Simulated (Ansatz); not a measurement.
Ta2C: distorted cells

All numbers below come from Ansatz 0.2.0, DFT PBEsol, scalar-relativistic, plane waves, PAW.

Settings: cutoff 420 eV, Γ-centred mesh 15×15×8 on the computed 3-atom cell, Gaussian smearing of 0.10 eV; no spin polarisation.

Reference cell:

```yaml
crystal:
  lattice:
    - [3.10590, 0.00000, 0.00000]
    - [-1.55295, 2.68979, 0.00000]
    - [0.00000, 0.00000, 4.94640]
  atoms:
    - { symbol: Ta, position: [0.33333, 0.66667, 0.25201] }
    - { symbol: Ta, position: [0.66667, 0.33333, 0.74799] }
    - { symbol: C, position: [0.00000, 0.00000, 0.00000] }
```

Each variant moves atoms of this cell by the vectors given, if any (Å), and then applies a symmetric strain (tensor components, Cartesian axes). The reference cell isn't relaxed at this level. Energies are per atom at zero smearing, counted from the lowest variant. Pressure is positive in compression.

1. strain (xx yy zz yz xz xy, %) 2.17 2.17 5.17 0.00 0.00 0.00; moves: Ta1 (0.000, 0.000, -0.037); Ta2 (0.000, 0.000, 0.037)
2. strain (xx yy zz yz xz xy, %) 4.04 4.04 2.54 0.00 0.00 0.00; moves: Ta1 (0.000, 0.000, -0.306); Ta2 (0.000, 0.000, 0.306)
3. strain (xx yy zz yz xz xy, %) 5.16 5.16 3.66 0.00 0.00 0.00; moves: Ta1 (0.000, 0.000, 0.184); Ta2 (0.000, 0.000, -0.184)
4. strain (xx yy zz yz xz xy, %) 4.49 4.49 1.49 0.00 0.00 0.00; moves: Ta1 (0.000, 0.000, -0.122); Ta2 (0.000, 0.000, 0.122)

```tsv
result	ΔE (meV/atom)	P (GPa)	largest force (eV/Å)
A	440.6	-30.98	4.08
B	84.8	-16.22	1.90
C	0.0	-22.15	0.01
D	469.0	11.83	5.06
```

Question: Which variant gave which result?

Answer: A is 3, B is 4, C is 1, D is 2.

Spin–orbit coupling is left out, which can shift energies with elements as heavy as these.